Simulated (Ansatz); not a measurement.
Runs of Ansatz 0.2.0 on InPd. The structure is cubic, space group Fm-3m (No. 225). Conventional cell: a = 5.492 Å, b = 5.492 Å, c = 5.492 Å, α = 90.00°, β = 90.00°, γ = 90.00°. Around In (site symmetry m-3m) lie 6 Pd at 2.75 Å. Pd (site symmetry m-3m) is surrounded by 6 In at 2.75 Å. The cell was built by a generator and needn't be a form met in nature.

```tsv
level	gap on the mesh (eV)	pressure (GPa)	relaxed volume (Å³/atom)
LDA	none	0.0	18.93
PBEsol	none	0.0	19.59
RPBE	none	0.0	21.48
BLYP	none	0.0	(b)
revPBE	none	0.0	(a)
```

Alike in all rows: task relaxation of cell and atoms; potentials or basis Ansatz PAW; no spin polarisation; cell relaxed; k mesh 8 × 8 × 8; cutoff (eV) 420; smearing fermi-dirac 0.05 eV.

Q: Fill in the values left out.

A: (a) 21.27; (b) 22.29.

Caveats: the plane-wave basis is chosen anew once the cell has moved, so the energies of steps on either side of that aren't comparable; the PAW data sets come from PBE, with cores solved anew for the run's functional, which leaves a small shift of forces and pressure.

A k mesh can miss the band edges, and the runs leave out spin-orbit coupling on In, Pd.

A gap of «none» marks a metal or a gap under the smearing width.

Runs at the PBE level aren't shown here.
